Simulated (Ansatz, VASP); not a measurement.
One calculation of Te, two programs

Contents of INCAR:

```
ALGO = Normal ; EDIFF = 1E-7
ENCUT = 520 ; GGA = PE
ISIF = 2 ; ISMEAR = -1
LASPH = True ; LCHARG = False
LREAL = False ; LWAVE = False
NBANDS = 16 ; NELM = 60
PREC = Accurate ; SIGMA = 0.05
```

KPOINTS

```
k-points
0
Gamma
  7 7 5
```

File POSCAR:

```
Te
1.0
    3.7686575664     -2.1191692761      0.0000000000
    3.7686575664      2.1191692761      0.0000000000
   -0.0930165102      0.0000000000      5.8953227704
Te
3
Direct
    0.0000000000      0.0000000000      0.0000000000
    0.3094466100      0.3094466100      0.3388094900
    0.6905533900      0.6905533900      0.6611905100
```

input.yaml

```yaml
crystal:
  lattice:
    - [3.7686575664, -2.1191692761, 0.0]
    - [3.7686575664, 2.1191692761, 0.0]
    - [-0.0930165102, 0.0, 5.8953227704]
  atoms:
    - { symbol: Te, position: [0.0, 0.0, 0.0] }
    - { symbol: Te, position: [0.30944661, 0.30944661, 0.33880949] }
    - { symbol: Te, position: [0.69055339, 0.69055339, 0.66119051] }
hamiltonian:
  xc: pbe
  pseudopotentials: { kind: paw }
kpoints:
  mp_grid: { grid: [7, 7, 5] }
scf:
  occupations: { method: fermi_dirac, width: 0.05 }
output:
  forces: true
  stress: true
  eigenvalues: true
```

Change from the starting cell: volume scaled by 0.96.

Alike in both runs: task single point; functional PBE; k mesh 7 × 7 × 5; occupations fermi-dirac, width 0.05 eV; no spin polarisation.

|  | VASP | Ansatz |
| --- | --- | --- |
| version | VASP 6.6.1 | Ansatz 0.2.0 |
| potentials or method | VASP PAW PBE potentials, release 64 (Te) | Ansatz PAW |
| plane-wave cutoff (eV) | 520 | 420 |
| valence electrons in the cell | 18 | 48 |

|  | VASP | Ansatz | Ansatz less VASP |
| --- | --- | --- | --- |
| gap on the k mesh at the Fermi level (eV) | none | none | - |
| pressure (GPa) | 2.9 | 2.9 | +0.03 |
| largest component of the traceless stress (GPa) | 0.34 | 0.33 | -0.008 |
| rms of the force components (eV/Å) | 0.110 | 0.108 | -0.0027 |

Atom by atom the forces differ by 0.003 eV/Å (rms over components). A gap of «none» marks a metal or a gap that the smearing closes. The two sets of potentials don't hold the same shells in valence.

The runs have no spin-orbit coupling, so splittings on Te are missing.
